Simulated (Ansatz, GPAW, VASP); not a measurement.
Si: programs and potentials compared

```
CELL_PARAMETERS angstrom
0.00000 2.72185 2.72185
2.72185 0.00000 2.72185
2.72185 2.72185 0.00000
ATOMIC_POSITIONS crystal
Si 0.50000 0.50000 0.50000
Si 0.75000 0.75000 0.75000
```

Alike in all runs: task single point; functional PBE; k mesh 8 × 8 × 8; occupations gaussian, width 0.017 eV; no spin polarisation; no spin-orbit coupling. Pressure is positive in compression and, in plane waves, holds the error of the finite cutoff, which Ansatz's Pulay term estimates and takes out.

| program and potentials | plane-wave cutoff (eV) | notes | band gap (eV) | pressure (GPa) |
| --- | --- | --- | --- | --- |
| Ansatz, Ansatz PAW | 420 | Pulay term of +0.02 GPa included | 0.63 | 1.34 |
| VASP, PBE PAW files Si, 520 eV | 520 | - | 0.63 | 1.27 |
| Ansatz, all-electron LAPW, scalar-relativistic | - | - | 0.63 | 1.31 |
| GPAW, GPAW PAW data sets (gpaw-data 1.2.1) | 600 | - | 0.62 | 1.61 |

The band gap spans 0.62 (GPAW, GPAW PAW data sets (gpaw-data 1.2.1)) to 0.63 eV (VASP, PBE PAW files Si, 520 eV), with all-electron results at 0.63. The pressure spans 1.27 (VASP, PBE PAW files Si, 520 eV) to 1.61 GPa (GPAW, GPAW PAW data sets (gpaw-data 1.2.1)), with all-electron results at 1.31. The gap is indirect and read on the mesh alone.

Differences between rows come from potentials, basis sets and numerical settings, since the functional is the same but for its coding. Runs on potential files found faulty are left out.
